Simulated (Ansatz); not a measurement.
# BN: how the settings move a single-point run

Aim: see which settings change the result for BN, by how much, and at what cost. The cell is built on a prototype (CsCl type) and needn't be the phase found in nature.

Program: Ansatz 0.2.0. Level of theory: reference: DFT, PBE, plane waves, PAW. These are calculated values, not measurements.

4 further runs of the same task are left out: 1 for a known fault of the program, 3 that didn't finish.

### Step 1. Starting point

The structure is cubic, space group Pm-3m (No. 221). The conventional cell has a = 2.315 Å, b = 2.315 Å, c = 2.315 Å, α = 90.00°, β = 90.00°, γ = 90.00°. Around B (site symmetry m-3m) lie 8 N at 2.00 Å. N (site symmetry m-3m) has 8 B at 2.00 Å as nearest neighbours.

Structure file:

```xyz
2
Lattice="2.3148 0.0000 0.0000 0.0000 2.3148 0.0000 0.0000 0.0000 2.3148" Properties=species:S:1:pos:R:3 pbc="T T T"
B     0.0000    0.0000    0.0000
N     1.1574    1.1574    1.1574
```

### Step 2. Baseline

File input.yaml:

```yaml
crystal:
  lattice:
    - [2.3148041895, 0.0, 0.0]
    - [0.0, 2.3148041895, 0.0]
    - [0.0, 0.0, 2.3148041895]
  atoms:
    - { symbol: B, position: [0.0, 0.0, 0.0] }
    - { symbol: "N", position: [0.5, 0.5, 0.5] }
kpoints:
  mp_grid: { grid: [8, 8, 8] }
hamiltonian:
  xc: pbe
scf:
  occupations: { method: fermi_dirac, width: 0.02 }
  n_extra_bands: 4
output:
  forces: true
  stress: true
  eigenvalues: true
```

Launch:

```bash
$ ansatz run input.yaml --threads 4 --pin off --max-ram 3686MiB --backend cpu --events-out ev --progress --plain --runs-dir out
```

### Step 3. Changing settings: xc_grid 1

Edit input.yaml of step 2 so:

```diff
@@ -19 +19,3 @@
   eigenvalues: true
+basis:
+  xc_grid: 1
```

### Step 4. Changed: occupations.method methfessel_paxton, occupations.width 0.001

Edit input.yaml of step 2 so:

```diff
@@ -13,3 +13,3 @@
 scf:
-  occupations: { method: fermi_dirac, width: 0.02 }
+  occupations: { method: methfessel_paxton, width: 0.001 }
   n_extra_bands: 4
```

### Step 5. Changed: xc pbesol

Edit input.yaml of step 2 so:

```diff
@@ -11,3 +11,3 @@
 hamiltonian:
-  xc: pbe
+  xc: pbesol
 scf:
```

Q: Predict the outcome of this session. Wanted: for each run, ending; energy change; pressure; gap; force.

As calculated:

| run | ending | energy change | pressure (GPa) | gap (eV) | force (eV/Å) | cycles | time |
| --- | --- | --- | --- | --- | --- | --- | --- |
| reference | converged | 0 | 1.7 | 0.00 | 0.00 | 6 | 0.24 s |
| 1: xc_grid 1 | converged | 0.0 meV/atom | 1.7 | 0.00 | 0.00 | 6 | 0.23 s |
| 2: occupations.method methfessel_paxton, occupations.width 0.001 | converged | +0.2 meV/atom (σ→0) | 1.7 | 0.00 | 0.00 | 5 | 0.22 s |
| 3: xc pbesol | converged | not comparable | -4.9 | 0.00 | 0.00 | 6 | 0.26 s |

Residual by cycle in the longest SCF loop of each run; runs are numbered as in the table. The quantity is the density residual dr2, in eV.

```
cycle  reference    run 1    run 2    run 3
    1    0.00562  0.00562  0.00666   0.0301
    2    0.00128  0.00128   1.1e-4  0.00705
    3     3.3e-6   3.3e-6   1.4e-5   5.8e-6
    4     7.9e-8   7.5e-8   1.8e-7   4.7e-7
    5     1.5e-9   1.3e-9   2.9e-9  4.0e-10
    6    1.5e-11  1.0e-11        -  2.3e-12
```

The pressure spans -4.9 to 1.7 GPa over the reference and the converged variants.
